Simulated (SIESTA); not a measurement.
The system is AgBr.

```
Ag Br
1.0
     0.00000    2.87015    2.87015
     2.87015    0.00000    2.87015
     2.87015    2.87015    0.00000
Ag Br
1 1
Cartesian
  0.0000 0.0000 0.0000
  2.8702 2.8702 2.8702
```

Base run:

- Program: SIESTA 5.4.2
- Functional: PBE
- Potentials or basis: PseudoDojo 0.4 standard (PBE files)
- Basis: TZP (energy shift 0.002 Ry)
- Grid cutoff: 800 Ry
- Energy shift: 0.002 Ry
- k mesh: 8 × 8 × 8
- Occupations: fermi-dirac, width 0.05 eV
- Spin: no spin polarisation

Its results: band gap on the k mesh 0.98 eV, indirect (least direct gap 2.85 eV); pressure 2.8 GPa.

**Question.** The run is repeated on the same cell with these changes: functional from PBE to BLYP; basis from TZP (energy shift 0.002 Ry) to DZP (energy shift 0.002 Ry). What comes out?

**Answer.** Band gap on the k mesh 1.09 eV, indirect (least direct gap 2.91 eV); pressure 6.9 GPa.

Several settings changed at once, so the effect can't be laid on one alone.

Caveats: semicore shells carry a single zeta, which can move pressures by several GPa and volumes by a few percent; the basis of atomic orbitals isn't converged, which shifts pressures, moduli and gaps; the potentials were made for another functional, which shifts forces and pressure (some runs).
